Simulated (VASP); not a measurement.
## A VASP 6.6.1 single-point calculation on AlN

INCAR

```
LASPH = .TRUE.
PREC = Accurate
ENCUT = 520
EDIFF = 1E-7
GGA = PE
NELM = 120
LWAVE = .FALSE.
NSW = 0
LREAL = .FALSE.
LCHARG = .FALSE.
ISMEAR = -1
SIGMA = 0.02
IVDW = 21
ALGO = VeryFast
ISIF = 2
NBANDS = 16
IBRION = -1
```

KPOINTS

```
KPOINTS created by Atomic Simulation Environment
0
Gamma
12 12 6
0 0 0
```

POSCAR

```
Al N
 1.0000000000000000
     3.0675501517259760    0.0000000000288676    0.0000000000000000
    -1.5337750758879880    2.6565763587630706    0.0000000000000000
     0.0000000000000000    0.0000000000000000    4.9785885508999996
 Al  N
   2   2
Cartesian
 -0.0000000000166668  1.7710509058516695  0.0015503035080762
  1.5337750758546547  0.8855254529402685  2.4908445789580753
 -0.0000000000166668  1.7710509058516695  1.8903133458339236
  1.5337750758546547  0.8855254529402685  4.3796076212839230
```

The recommended PBE PAW datasets give the neutral cell 16 valence electrons.

Command

```
mpirun -np 1 vasp_std
```

OSZICAR

```
N       E                     dE             d eps       ncg     rms          rms(c)
RMM:   1     0.117437352358E+03    0.11744E+03   -0.45409E+03  1216   0.698E+02
RMM:   2     0.150661921593E+02   -0.10237E+03   -0.97898E+02  1216   0.163E+02
RMM:   3    -0.233807229496E+02   -0.38447E+02   -0.28842E+02  1216   0.886E+01
RMM:   4    -0.329506311703E+02   -0.95699E+01   -0.64073E+01  1216   0.514E+01
RMM:   5    -0.342891033947E+02   -0.13385E+01   -0.10860E+01  1216   0.206E+01
RMM:   6    -0.345306736280E+02   -0.24157E+00   -0.19529E+00  1216   0.867E+00
RMM:   7    -0.345726085737E+02   -0.41935E-01   -0.37154E-01  1216   0.360E+00
RMM:   8    -0.345808813371E+02   -0.82728E-02   -0.73744E-02  1216   0.161E+00
RMM:   9    -0.345824690075E+02   -0.15877E-02   -0.14795E-02  3214   0.715E-01
RMM:  10    -0.345829005148E+02   -0.43151E-03   -0.39725E-03  3231   0.350E-01
RMM:  11    -0.345829634960E+02   -0.62981E-04   -0.55865E-04  3204   0.143E-01
RMM:  12    -0.345829804935E+02   -0.16997E-04   -0.16526E-04  3200   0.738E-02    0.124E+01
RMM:  13    -0.297743180422E+02    0.48087E+01   -0.10615E+01  4864   0.173E+01    0.466E+00
RMM:  14    -0.297240427459E+02    0.50275E-01   -0.37347E-02  3745   0.148E+00    0.275E+00
RMM:  15    -0.297141870793E+02    0.98557E-02   -0.24940E-02  3184   0.164E+00    0.260E-01
RMM:  16    -0.297152883313E+02   -0.11013E-02   -0.17392E-03  3005   0.386E-01    0.176E-01
RMM:  17    -0.297153937886E+02   -0.10546E-03   -0.20205E-04  3057   0.114E-01    0.310E-02
RMM:  18    -0.297153916653E+02    0.21233E-05   -0.35303E-05  3113   0.488E-02    0.190E-02
RMM:  19    -0.297153927215E+02   -0.10562E-05   -0.58818E-06  3154   0.207E-02    0.156E-02
RMM:  20    -0.297153924497E+02    0.27178E-06   -0.29144E-06  3077   0.113E-02    0.407E-03
RMM:  21    -0.297153924512E+02   -0.14655E-08   -0.38688E-07  2987   0.565E-03
   1 F= -.30209564E+02 E0= -.30209564E+02  d E =-.108399E-10
```

From OUTCAR

```
k-points           NKPTS =     76   k-points in BZ     NKDIM =     76   number of bands    NBANDS=     16

   NELECT =      16.0000    total number of electrons

   dimension x,y,z NGX =    24 NGY =   24 NGZ =   40
   dimension x,y,z NGXF=    48 NGYF=   48 NGZF=   80

  energy-cutoff  :      520.00
  volume of cell :       40.57
      direct lattice vectors                 reciprocal lattice vectors
     3.067550152  0.000000000  0.000000000     0.325993040  0.188212170  0.000000000
    -1.533775076  2.656576359  0.000000000    -0.000000000  0.376424339  0.000000000
     0.000000000  0.000000000  4.978588551     0.000000000  0.000000000  0.200860141

 k-points in reciprocal lattice and weights: KPOINTS created by Atomic Simulation Env
   0.00000000  0.00000000  0.00000000       0.001
   0.08333333 -0.00000000  0.00000000       0.007
   0.16666667 -0.00000000  0.00000000       0.007
   0.25000000 -0.00000000  0.00000000       0.007
   0.33333333 -0.00000000  0.00000000       0.007
   0.41666667 -0.00000000  0.00000000       0.007
   0.50000000 -0.00000000  0.00000000       0.003
   0.08333333  0.08333333  0.00000000       0.007
   ...

 E-fermi :   6.7339

 k-point     1 :       0.0000    0.0000    0.0000
  band No.  band energies     occupation
      1      -8.9271      2.00000
      2      -6.7469      2.00000
      3       0.2601      2.00000
      4       5.6297      2.00000
      5       5.6297      2.00000
      6       6.2487      2.00000
      7       6.2487      2.00000
      8       6.3525      2.00000
      9      10.8845      0.00000
     10      13.4771      0.00000
     11      17.1914      0.00000
     12      17.9340      0.00000
     13      17.9340      0.00000
     14      19.5626      0.00000
     15      19.9434      0.00000
     16      21.0980      0.00000

 k-point     2 :       0.0833   -0.0000    0.0000
  band No.  band energies     occupation
      1      -8.8343      2.00000
      2      -6.6922      2.00000
      3       0.3693      2.00000
      4       5.2055      2.00000
      5       5.5094      2.00000
      6       5.8334      2.00000
      7       6.2343      2.00000
      8       6.3180      2.00000
      9      11.2950      0.00000
     10      13.8491      0.00000
     11      16.8071      0.00000
     12      17.2858      0.00000
     13      18.2004      0.00000
     14      19.6527      0.00000
     15      19.9412      0.00000
     16      22.8759      0.00000

 k-point     3 :       0.1667   -0.0000    0.0000
  band No.  band energies     occupation
      1      -8.5641      2.00000
      2      -6.5419      2.00000
      3       0.6916      2.00000
      4       4.1683      2.00000
      5       4.9412      2.00000
      6       5.2279      2.00000
      7       6.1620      2.00000
      8       6.1941      2.00000
      9      12.1356      0.00000
     10      14.5251      0.00000
     11      15.7100      0.00000
     12      16.4979      0.00000
     13      18.9199      0.00000
     14      19.0327      0.00000
     15      19.0878      0.00000
     16      19.4744      0.00000

 ...

  Total       2.58010     2.58010     1.47482    -0.00000    -0.00000     0.00000
  in kB     101.88904   101.88904    58.24116    -0.00000    -0.00000     0.00000
  external pressure =       87.34 kB  Pullay stress =        0.00 kB

 POSITION                                       TOTAL-FORCE (eV/Angst)
 -----------------------------------------------------------------------------------
     -0.00000      1.77105      0.00155         0.000000     -0.000000     -0.002270
      1.53378      0.88553      2.49084         0.000000      0.000000     -0.002270
     -0.00000      1.77105      1.89031        -0.000000      0.000000      0.002270
      1.53378      0.88553      4.37961        -0.000000      0.000000      0.002270
 -----------------------------------------------------------------------------------
    total drift:                                0.000000      0.000000     -0.000646

  FREE ENERGIE OF THE ION-ELECTRON SYSTEM (eV)
  ---------------------------------------------------
  free  energy   TOTEN  =       -30.2095637878 eV

  energy  without entropy=      -30.2095637878  energy(sigma->0) =      -30.20956379
```

It converged. Results: gap between bands v and c on the k mesh 4.53 eV; least direct gap on the k mesh 4.53 eV; pressure 8.7 GPa. Band v is the last that the valence electrons fill when counted band by band, and c is the next.

For comparison, a separate PBE run of the intended cell, on usual settings and not on those above, gives a gap of 4.53 eV on its mesh and a pressure of 10.2 GPa.

The run above took about 90 s on one core of a shared host (Intel Xeon Platinum 8488C) and held 0.18 GiB at most.
